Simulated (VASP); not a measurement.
Set up this calculation in VASP 6.6.1, as the native input.

```
Task                   : relaxation of cell and atoms
Functional             : PBE
Potentials or basis    : VASP PAW PBE potentials, release 64 (In_d_GW, Pd_GW)
Cutoff                 : 630 eV
k mesh                 : 8 × 8 × 8
Occupations            : fermi-dirac, width 0.05 eV
Spin                   : no spin polarisation
Further INCAR settings : ALGO = Normal; EDIFF = 1e-06; IBRION = 2; EDIFFG = -0.005; NSW = 40; ISIF = 3
```

The structure of InPd lies in POSCAR:

```
InPd
1.0
    3.2718847800      0.0000000000      0.0000000000
    0.0000000000      3.2718847800      0.0000000000
    0.0000000000      0.0000000000      3.2718847800
In Pd
1 1
Direct
    0.0000000000      0.0000000000      0.0000000000
    0.5000000000      0.5000000000      0.5000000000
```

The cell comes from a database or a generator and needn't be the stable form of this composition.

These files were run (other wordings do the same):

INCAR

```
PREC = Accurate
ENCUT = 630
EDIFF = 1E-6
ISMEAR = -1
SIGMA = 0.05
LREAL = False
LASPH = True
NELM = 60
ALGO = Normal
ISIF = 3
LWAVE = False
LCHARG = False
GGA = PE
IBRION = 2
NSW = 40
EDIFFG = -0.005
```

KPOINTS

```
Automatic mesh
0
Gamma
  8 8 8
```

Potentials or basis: VASP PAW PBE potentials, release 64 (In_d_GW, Pd_GW).

Run with:

```bash
$ cat potpaw_PBE.64/In_d_GW/POTCAR potpaw_PBE.64/Pd_GW/POTCAR > POTCAR
$ mpirun -np 1 vasp_std > vasp.out
```

It gave:

```json
{"Relaxed volume": "17.98 Å³/atom", "Relaxed cell": "a = 3.301 Å, b = 3.301 Å, c = 3.301 Å, α = 90.00°, β = 90.00°, γ = 90.00°", "Space group after relaxing (to 0.05 Å)": "Pm-3m (No. 221)", "Energy gained by relaxing": "4.6 meV/atom", "Ionic steps": "3", "Pressure after relaxing": "0.0 GPa", "Band gap on the k mesh": "none (metal or under the smearing width)"}
```

Run time: 32 s on 1 thread of Intel(R) Xeon(R) 6975P-C (Granite Rapids), on a shared host, peak memory 0.2 GiB.
